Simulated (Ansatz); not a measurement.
**Na (Im-3m), comparing deformations**

Theory: DFT PBE, scalar-relativistic, plane waves, PAW in Ansatz 0.2.0. Cutoff 420 eV, Γ-centred 16×16×16 k-points, Gaussian smearing of 0.15 eV. No spin polarisation. Energies are free energies at this smearing, counted from the undisturbed cell; pressure is positive in compression.

Zero of the scan (as given, not relaxed at this level; it stands at -0.2 GPa):

```yaml
crystal:
  lattice:
    - [-2.11750, 2.11750, 2.11750]
    - [2.11750, -2.11750, 2.11750]
    - [2.11750, 2.11750, -2.11750]
  atoms:
    - { symbol: Na, position: [0.00000, 0.00000, 0.00000] }
```

The cell is strained by ε times a Voigt pattern (xx, yy, zz, yz, xz, xy; engineering shear) with fractional coordinates fixed. τ = (1/V0) dE/dε comes from the stress tensor. Of each scan, only the three points used here are listed.

```
           pattern        ε  τ (GPa)
(1, 1, 0, 0, 0, 0)  -0.0150   -0.060
(1, 1, 0, 0, 0, 0)   0.0000    0.402
(1, 1, 0, 0, 0, 0)   0.0150    0.825
(0, 0, 1, 0, 0, 0)  -0.0150    0.073
(0, 0, 1, 0, 0, 0)   0.0000    0.201
(0, 0, 1, 0, 0, 0)   0.0150    0.314
(0, 1, 0, 0, 0, 0)  -0.0050    0.160
(0, 1, 0, 0, 0, 0)   0.0000    0.201
(0, 1, 0, 0, 0, 0)   0.0050    0.240
(0, 0, 0, 0, 1, 0)  -0.0125  -0.0761
(0, 0, 0, 0, 1, 0)   0.0000   0.0000
(0, 0, 0, 0, 1, 0)   0.0125   0.0761
(0, 0, 0, 0, 0, 1)  -0.0075  -0.0456
(0, 0, 0, 0, 0, 1)   0.0000   0.0000
(0, 0, 0, 0, 0, 1)   0.0075   0.0456
```

Q: Which constants do the scans give, and which deformation costs least for the same size of strain tensor?

A: The slope dτ/dε at zero (parabola through three points) is pᵀCp: (1, 1, 0, 0, 0, 0) gives 2(C11 + C12) = 29.5 GPa; (0, 0, 1, 0, 0, 0) gives C11 = 8.0 GPa; (0, 1, 0, 0, 0, 0) gives C11 = 8.0 GPa; (0, 0, 0, 0, 1, 0) gives C44 = 6.1 GPa; (0, 0, 0, 0, 0, 1) gives C44 = 6.1 GPa. The size of the strain tensor, ε:ε, is ε² times 2.0, 1.0, 1.0, 0.5, 0.5. Per unit of it the stiffnesses are 14.8, 8.0, 8.0, 12.2, 12.2 GPa, so (0, 1, 0, 0, 0, 0) is the softest of these, level with (0, 0, 1, 0, 0, 0) (alike by symmetry): at ε:ε = (1 %)² the quadratic term costs 0.10 meV/atom against 0.17 for the stiffest. The starting stress shifts them by about its own size.

Q: What else follows for this cubic crystal?

A: From the unrounded slopes C11 = 8.0 and C12 = 6.7 GPa, so B = (C11 + 2 C12)/3 = 7 GPa and the Poisson ratio for a pull along a cube edge is C12/(C11 + C12) = 0.46.

In a metal these slopes depend on the k mesh and the smearing.